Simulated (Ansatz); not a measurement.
CaO, CsCl type, relaxed with r2SCAN in the PAW code Ansatz. Space group Pm-3m (No. 221), cubic; a = 2.903 Å in the conventional setting, 12.24 Å³ an atom. Ca has 8 O at 2.51 Å; O has 8 Ca at 2.51 Å.

The axes x, y and z are those of this cell:
```
CELL_PARAMETERS angstrom
2.90321 0.00000 0.00000
0.00000 2.90321 0.00000
0.00000 0.00000 2.90321
ATOMIC_POSITIONS crystal
Ca 0.00000 0.00000 0.00000
O 0.50000 0.50000 0.50000
```

Unstrained: PBE gives an indirect gap of 2.773 eV, from M to Γ; the least direct gap is 3.076 eV at Γ. r2SCAN gives an indirect gap of 3.276 eV, from M to Γ; the least direct gap is 3.582 eV at Γ. HSE06 gives an indirect gap of 4.478 eV, from M to Γ; the least direct gap is 4.824 eV at Γ. Meshes: PBE 8×8×8, r2SCAN 8×8×8, HSE06 6×6×6. Strains are changes of length per length, and xy shears are angles. After each strain the atoms were relaxed again with r2SCAN in this cell and within any symmetry left, so distortions that break it or need a larger cell weren't tested; points keep the names that they have in the unstrained zone. The calculation is spin-unpolarised, and the structure need not be a phase that has been made.

Problem. Apply xy shear, engineering strain (angle) +5.17 %. How far does the gap move, against the unstrained cell?

Solution. PBE: the gap goes from 2.773 to 2.788 eV (+0.015 eV). r2SCAN: the gap goes from 3.276 to 3.292 eV (+0.016 eV). HSE06: the gap goes from 4.478 to 4.493 eV (+0.015 eV). The r2SCAN energy rises by -0.5 meV an atom.

Problem. Apply uniaxial -2.97 % along x, other directions held. How far does the gap move, against the unstrained cell?

Solution. PBE: the gap goes from 2.773 to 2.573 eV (-0.199 eV). r2SCAN: the gap goes from 3.276 to 3.074 eV (-0.202 eV). HSE06: the gap goes from 4.478 to 4.291 eV (-0.187 eV). The r2SCAN energy rises by 13.6 meV an atom.

Problem. One strain changed the r2SCAN stress by xx -11.06, yy -11.06, zz -11.06 GPa (compression positive) and the gap by +0.012 eV (PBE), +0.001 eV (r2SCAN), -0.028 eV (HSE06). Which kind of strain was it, and roughly how large?

Solution. Isotropic +3.98 % on every length. The pattern of the stress gives the kind; the size needs the stiffness, so it is an estimate.

The meshes of the hybrids are coarse, so their gaps aren't converged to the digits shown.
